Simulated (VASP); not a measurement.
In5AgSe8, 14 atoms in the cell. It takes space group P-42m (No. 111, tetragonal). Conventional cell: a = 5.793 Å, b = 5.793 Å, c = 11.622 Å, α = 90.00°, β = 90.00°, γ = 90.00°. In (site symmetry 2) has 4 Se at 2.60 to 2.61 Å as nearest neighbours. Around In (site symmetry -42m) lie 4 Se at 2.58 Å. Around Ag (site symmetry -42m) lie 4 Se at 2.64 Å. Se (site symmetry m) has 3 In at 2.58 to 2.61 Å as nearest neighbours. Se (site symmetry m) has 2 In at 2.60 Å and 1 Ag at 2.64 Å as nearest neighbours. 

```yaml
Program: VASP 6.6.1
Task: relaxation of cell and atoms
Functional: LDA
Potentials_or_basis: VASP PAW LDA potentials, release 64 (In_d, Ag, Se)
Cutoff: 600 eV
k_mesh: 6 × 6 × 4
Occupations: gaussian, width 0.03 eV
Spin: no spin polarisation
Further_INCAR_settings: ALGO = Normal; EDIFF = 1e-06; IBRION = 2; EDIFFG = -0.01; NSW = 90; ISIF = 3
```

Potentials or basis: VASP PAW LDA potentials, release 64 (In_d, Ag, Se).

Command:

```console
$ cat potpaw_LDA.64/In_d/POTCAR potpaw_LDA.64/Ag/POTCAR potpaw_LDA.64/Se/POTCAR > POTCAR
$ mpirun -np 4 vasp_std > vasp.out
```

Hardware: 4 MPI ranks on Intel(R) Xeon(R) Platinum 8488C (Sapphire Rapids) (shared host).

Question: How long does it take, and how much memory?

Answer: Wall time 59 min on 4 MPI ranks on Intel(R) Xeon(R) Platinum 8488C (Sapphire Rapids), on a shared host, peak memory 1 GiB a rank. Counts: scf iterations 135, k points 30, ion steps 19.
